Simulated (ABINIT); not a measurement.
# CdS (Fm-3m) in ABINIT: convergence with k mesh

Aim: find how far k mesh must go before the results for CdS settle, at PBE. This setting moves, with any that are tied to it; all else stays.

All numbers are computed with ABINIT 10.8.3 (patched build); they aren't measurements. Logs are shortened: lines on timing, memory, paths and dates and some standing lists are left out, and cuts for length are marked. The log counts tension as positive stress, the text compression.

## Step 1: The crystal as given

It takes space group Fm-3m (No. 225, cubic). The conventional cell has a = 5.506 Å, b = 5.506 Å, c = 5.506 Å, α = 90.00°, β = 90.00°, γ = 90.00°. Cd (site symmetry m-3m) has 6 S at 2.75 Å as nearest neighbours. S (site symmetry m-3m) is surrounded by 6 Cd at 2.75 Å.

Measurements of this composition are mostly on another form, of space group No. 186.

## Step 2: With k mesh 2 × 2 × 2

run.abi reads:

```
# Pseudopotentials
pp_dirpath "./"
pseudos "Cd.upf, S.upf"

# Structure
acell 3*1.0 Angstrom
rprim
     0.0000000000     2.7532440000     2.7532440000
     2.7532440000     0.0000000000     2.7532440000
     2.7532440000     2.7532440000     0.0000000000
ntypat 2
znucl 48 16
natom 2
typat 1 2
xcart
     0.0000000000     0.0000000000     0.0000000000
     5.2028771143     5.2028771143     5.2028771143

# Plane-wave basis
ecut 51.0

# k points
kptopt 1
ngkpt 2 2 2
nshiftk 1
shiftk 0.0 0.0 0.0

# Exchange and correlation
ixc 11

# Bands and occupations
nband 17
occopt 7
tsmear 0.05 eV

# SCF cycle
nstep 100
tolvrs 1.0e-10

# Output
iomode 3
prtwf 0
prtden 0
prteig 0
prtebands 0
enunit 2
```

Potentials or basis: PseudoDojo NC SR PBE v0.5 standard.

Started as:

```bash
$ abinit run.abi > log 2>&1
```

Run time: 10 s. Hardware: 1 thread of Arm Neoverse V1, shared host; peak memory 0.09 GiB.

Results (log left out):

| Quantity | Value |
| --- | --- |
| Free energy | -5069.7949 eV |
| Pressure | 6.3 GPa |
| Valence electrons inside the program's atomic spheres | Cd 17.13; S 3.92 |

## Step 3: With k mesh 4 × 4 × 4

Changes to run.abi since step 2:

```diff
@@ -23,3 +23,3 @@
 kptopt 1
-ngkpt 2 2 2
+ngkpt 4 4 4
 nshiftk 1
```

Potentials or basis: PseudoDojo NC SR PBE v0.5 standard.

Started as:

```bash
$ abinit run.abi > log 2>&1
```

Run time: 26 s. Hardware: 1 thread of Arm Neoverse V1, shared host; peak memory 0.09 GiB.

It converged, with:

| Item | Value |
| --- | --- |
| Free energy | -5071.4619 eV |
| Pressure | -0.1 GPa |
| Band gap on the k mesh | 0.22 eV, indirect (least direct gap 1.52 eV) |
| Valence electrons inside the program's atomic spheres | Cd 17.13; S 3.88 |

## Step 4: With k mesh 5 × 5 × 5

Changes to run.abi since step 3:

```diff
@@ -23,3 +23,3 @@
 kptopt 1
-ngkpt 4 4 4
+ngkpt 5 5 5
 nshiftk 1
```

Started as:

```bash
$ abinit run.abi > log 2>&1
```

Run time: 37 s. Hardware: 1 thread of Arm Neoverse V1, shared host; peak memory 0.1 GiB.

It converged, with:

| Item | Value |
| --- | --- |
| Free energy | -5071.5176 eV |
| Pressure | -0.4 GPa |
| Band gap on the k mesh | 0.75 eV, indirect (least direct gap 1.54 eV) |
| Valence electrons inside the program's atomic spheres | Cd 17.13; S 3.87 |

## Step 5: With k mesh 6 × 6 × 6

Changes to run.abi since step 4:

```diff
@@ -23,3 +23,3 @@
 kptopt 1
-ngkpt 5 5 5
+ngkpt 6 6 6
 nshiftk 1
```

Started as:

```bash
$ abinit run.abi > log 2>&1
```

Run time: 56 s. Hardware: 1 thread of Arm Neoverse V1, shared host; peak memory 0.1 GiB.

The run converged. Its results:

```
Free energy                                           : -5071.5322 eV
Pressure                                              : -0.4 GPa
Band gap on the k mesh                                : 0.26 eV, indirect (least direct gap 1.54 eV)
Valence electrons inside the program's atomic spheres : Cd 17.13; S 3.87
```

## Step 6: With k mesh 7 × 7 × 7

Changes to run.abi since step 5:

```diff
@@ -23,3 +23,3 @@
 kptopt 1
-ngkpt 6 6 6
+ngkpt 7 7 7
 nshiftk 1
```

Potentials or basis: PseudoDojo NC SR PBE v0.5 standard.

Started as:

```bash
$ abinit run.abi > log 2>&1
```

Run time: 65 s. Hardware: 1 thread of Arm Neoverse V1, shared host; peak memory 0.11 GiB.

The run converged. Its results:

- Free energy: -5071.5367 eV
- Pressure: -0.5 GPa
- Band gap on the k mesh: 0.52 eV, indirect (least direct gap 1.55 eV)
- Valence electrons inside the program's atomic spheres: Cd 17.13; S 3.87

## Step 7: With k mesh 8 × 8 × 8

Changes to run.abi since step 6:

```diff
@@ -23,3 +23,3 @@
 kptopt 1
-ngkpt 7 7 7
+ngkpt 8 8 8
 nshiftk 1
```

Started as:

```bash
$ abinit run.abi > log 2>&1
```

It took 1.7 min on 1 thread of Arm Neoverse V1, shared host; peak memory 0.12 GiB.

The run converged. Its results:

```yaml
Free_energy: -5071.5382 eV
Pressure: -0.5 GPa
Band_gap_on_the_k_mesh: 0.26 eV, indirect (least direct gap 1.55 eV)
Valence_electrons_inside_the_program's_atomic_spheres: Cd 17.13; S 3.87
```

## Step 8: With k mesh 10 × 10 × 10

Changes to run.abi since step 7:

```diff
@@ -23,3 +23,3 @@
 kptopt 1
-ngkpt 8 8 8
+ngkpt 10 10 10
 nshiftk 1
```

Started as:

```bash
$ abinit run.abi > log 2>&1
```

Wall time 2.7 min (1 thread of Arm Neoverse V1, shared host); peak memory 0.14 GiB.

Results (log left out):

- Free energy: -5071.5390 eV
- Pressure: -0.5 GPa
- Band gap on the k mesh: 0.26 eV, indirect (least direct gap 1.55 eV)
- Valence electrons inside the program's atomic spheres: Cd 17.13; S 3.87

## Step 9: With k mesh 12 × 12 × 12

Changes to run.abi since step 8:

```diff
@@ -23,3 +23,3 @@
 kptopt 1
-ngkpt 10 10 10
+ngkpt 12 12 12
 nshiftk 1
```

Potentials or basis: PseudoDojo NC SR PBE v0.5 standard.

Started as:

```bash
$ abinit run.abi > log 2>&1
```

run.abo:

```text
.Version 10.8.3 of ABINIT
 Symmetries : space group Fm -3 m (#225); Bravais cF (face-center cubic)
================================================================================
 Values of the parameters that define the memory need of the present run
     intxc =       0    ionmov =       0      iscf =       7    lmnmax =       6
     lnmax =       6     mgfft =      48  mpssoang =       3    mqgrid =    3001
     natom =       2  nloc_mem =       1    nspden =       1   nspinor =       1
    nsppol =       1      nsym =      48    n1xccc =    2501    ntypat =       2
    occopt =       7   xclevel =       2
       mpw =        4936          nfft =      110592          nkpt =          72
================================================================================
================================================================================

--------------------------------------------------------------------------------
------------- Echo of variables that govern the present computation ------------
--------------------------------------------------------------------------------
 -outvars: echo values of preprocessed input variables --------
            acell      1.8897261259E+00  1.8897261259E+00  1.8897261259E+00 Bohr
              amu      1.12411000E+02  3.20660000E+01
             ecut      5.10000000E+01 Hartree
           enunit           2
                       outvar_i_n : Printing only first  50 k-points.
              ixc          11
                       outvar_i_n : Printing only first  50 k-points.
         kptrlatt       12    0    0      0   12    0      0    0   12
          kptrlen      8.82957526E+01
            natom           2
            nband          17
            ngfft          48      48      48
             nkpt          72
            nstep         100
             nsym          48
           ntypat           2
                       prtocc : prtvol=0, do not print more k-points.
           occopt           7
           prtden           0
        prtebands           0
           prteig           0
            prtwf           0
            rprim      0.0000000000E+00  2.7532440000E+00  2.7532440000E+00
                       2.7532440000E+00  0.0000000000E+00  2.7532440000E+00
                       2.7532440000E+00  2.7532440000E+00  0.0000000000E+00
          spgroup         225
           tolvrs      1.00000000E-10
           tsmear      1.83746611E-03 Hartree
            typat      1  2
                       outvars : Printing only first  50 k-points.
           xangst      0.0000000000E+00  0.0000000000E+00  0.0000000000E+00
                       2.7532440000E+00  2.7532440000E+00  2.7532440000E+00
            xcart      0.0000000000E+00  0.0000000000E+00  0.0000000000E+00
                       5.2028771178E+00  5.2028771178E+00  5.2028771178E+00
             xred      0.0000000000E+00  0.0000000000E+00  0.0000000000E+00
                       5.0000000000E-01  5.0000000000E-01  5.0000000000E-01
            znucl       48.00000   16.00000

================================================================================

[... 101 lines left out ...]
================================================================================

 ----iterations are completed or convergence reached----

 Mean square residual over all n,k,spin=   46.320E-08; max=  28.192E-05
 reduced coordinates (array xred) for    2 atoms
       0.000000000000      0.000000000000      0.000000000000
       0.500000000000      0.500000000000      0.500000000000
 rms dE/dt=  0.0000E+00; max dE/dt=  0.0000E+00; dE/dt below (all hartree)
    1       0.000000000000      0.000000000000      0.000000000000
    2       0.000000000000      0.000000000000      0.000000000000

 cartesian coordinates (angstrom) at end:
    1      0.00000000000000     0.00000000000000     0.00000000000000
    2      2.75324400000000     2.75324400000000     2.75324400000000

 cartesian forces (hartree/bohr) at end:
    1     -0.00000000000000    -0.00000000000000    -0.00000000000000
    2     -0.00000000000000    -0.00000000000000    -0.00000000000000
 frms,max,avg= 0.0000000E+00 0.0000000E+00   0.000E+00  0.000E+00  0.000E+00 h/b

 cartesian forces (eV/Angstrom) at end:
    1     -0.00000000000000    -0.00000000000000    -0.00000000000000
    2     -0.00000000000000    -0.00000000000000    -0.00000000000000
 frms,max,avg= 0.0000000E+00 0.0000000E+00   0.000E+00  0.000E+00  0.000E+00 e/A
 length scales=  1.889726125908  1.889726125908  1.889726125908 bohr
              =  1.000000000000  1.000000000000  1.000000000000 angstroms
 Fermi (or HOMO) energy (hartree) =   0.23855   Average Vxc (hartree)=  -0.38779
 Eigenvalues (hartree) for nkpt=  72  k points:
 kpt#   1, nband= 17, wtk=  0.00058, kpt=  0.0000  0.0000  0.0000 (reduced coord)
  -3.50079   -2.06997   -2.06997   -2.06997   -0.23191   -0.04502   -0.04502   -0.04502
  -0.04498   -0.04498    0.20704    0.20704    0.20704    0.26394    0.57060    0.57060
   0.57060
      occupation numbers for kpt#   1
   2.00000    2.00000    2.00000    2.00000    2.00000    2.00000    2.00000    2.00000
   2.00000    2.00000    2.00000    2.00000    2.00000    0.00000    0.00000    0.00000
   0.00000
 prteigrs : prtvol=0 or 1, do not print more k-points.

 Fermi (or HOMO) energy (eV) =   6.49119   Average Vxc (eV)= -10.55239
 Eigenvalues (   eV  ) for nkpt=  72  k points:
 kpt#   1, nband= 17, wtk=  0.00058, kpt=  0.0000  0.0000  0.0000 (reduced coord)
 -95.26134  -56.32672  -56.32672  -56.32672   -6.31048   -1.22500   -1.22500   -1.22500
  -1.22385   -1.22385    5.63372    5.63372    5.63372    7.18214   15.52673   15.52673
  15.52673
 prteigrs : prtvol=0 or 1, do not print more k-points.

--- !EnergyTerms
iteration_state     : {dtset: 1, }
comment             : Components of total free energy in Hartree
kinetic             :  6.54203351528419E+01
hartree             :  5.81595050966212E+01
xc                  : -2.73807034507647E+01
Ewald energy        : -1.08619505395572E+02
psp_core            :  2.97271889548847E+00
local_psp           : -1.82638947281039E+02
non_local_psp       :  5.71097239950742E+00
internal            : -1.86375624582917E+02
'-kT*entropy'       : -1.49773061268287E-08
total_energy        : -1.86375624597895E+02
total_energy_eV     : -5.07153910776927E+03
band_energy         : -1.93321819567951E+01
...

 Cartesian components of stress tensor (hartree/bohr^3)
  sigma(1 1)=  1.58038341E-05  sigma(3 2)=  0.00000000E+00
  sigma(2 2)=  1.58038341E-05  sigma(3 1)=  0.00000000E+00
  sigma(3 3)=  1.58038341E-05  sigma(2 1)=  0.00000000E+00

-Cartesian components of stress tensor (GPa)         [Pressure= -4.6496E-01 GPa]
- sigma(1 1)=  4.64964853E-01  sigma(3 2)=  0.00000000E+00
- sigma(2 2)=  4.64964853E-01  sigma(3 1)=  0.00000000E+00
- sigma(3 3)=  4.64964853E-01  sigma(2 1)=  0.00000000E+00

== END DATASET(S) ==============================================================
================================================================================

 -outvars: echo values of variables after computation  --------
            acell      1.8897261259E+00  1.8897261259E+00  1.8897261259E+00 Bohr
           etotal     -1.8637562460E+02
            fcart     -0.0000000000E+00 -0.0000000000E+00 -0.0000000000E+00
                      -0.0000000000E+00 -0.0000000000E+00 -0.0000000000E+00
            rprim      0.0000000000E+00  2.7532440000E+00  2.7532440000E+00
                       2.7532440000E+00  0.0000000000E+00  2.7532440000E+00
                       2.7532440000E+00  2.7532440000E+00  0.0000000000E+00
           strten      1.5803834148E-05  1.5803834148E-05  1.5803834148E-05
                       0.0000000000E+00  0.0000000000E+00  0.0000000000E+00
           xangst      0.0000000000E+00  0.0000000000E+00  0.0000000000E+00
                       2.7532440000E+00  2.7532440000E+00  2.7532440000E+00
             xred      0.0000000000E+00  0.0000000000E+00  0.0000000000E+00
                       5.0000000000E-01  5.0000000000E-01  5.0000000000E-01
 Calculation completed.
```

Run time: 3.9 min. Hardware: 1 thread of Arm Neoverse V1, shared host; peak memory 0.18 GiB.

Results:

```
Free energy                                           : -5071.5391 eV
Pressure                                              : -0.5 GPa
Band gap on the k mesh                                : 0.26 eV, indirect (least direct gap 1.55 eV)
Valence electrons inside the program's atomic spheres : Cd 17.13; S 3.87
```

## Step 10: The series at a glance

| k mesh | energy less the tightest run, at zero smearing (meV/atom) | pressure (GPa) | gap on the mesh (eV) | SCF cycles | CPU time (s) | peak memory (GiB) |
| --- | --- | --- | --- | --- | --- | --- |
| 2 × 2 × 2 | 878.58 | 6.28 | - | 20 | 10 | 0.09 |
| 4 × 4 × 4 | 38.61 | -0.12 | 0.217 | 14 | 26 | 0.09 |
| 5 × 5 × 5 | 10.74 | -0.36 | 0.755 | 14 | 37 | 0.1 |
| 6 × 6 × 6 | 3.46 | -0.44 | 0.257 | 14 | 56 | 0.1 |
| 7 × 7 × 7 | 1.21 | -0.46 | 0.521 | 12 | 65 | 0.11 |
| 8 × 8 × 8 | 0.43 | -0.46 | 0.262 | 14 | 100 | 0.12 |
| 10 × 10 × 10 | 0.06 | -0.47 | 0.258 | 12 | 160 | 0.14 |
| 12 × 12 × 12 | 0.00 | -0.46 | 0.260 | 12 | 240 | 0.18 |

Against the tightest run, the energy stays within 1 meV/atom from 8 × 8 × 8 on; the pressure stays within 0.1 GPa from 6 × 6 × 6 on; the gap on the mesh stays within 0.01 eV from 8 × 8 × 8 on. Meshes of other sizes hit other points, so gaps and Fermi surfaces needn't settle smoothly. The tightest run that finished is the yardstick and may itself not be fully converged.
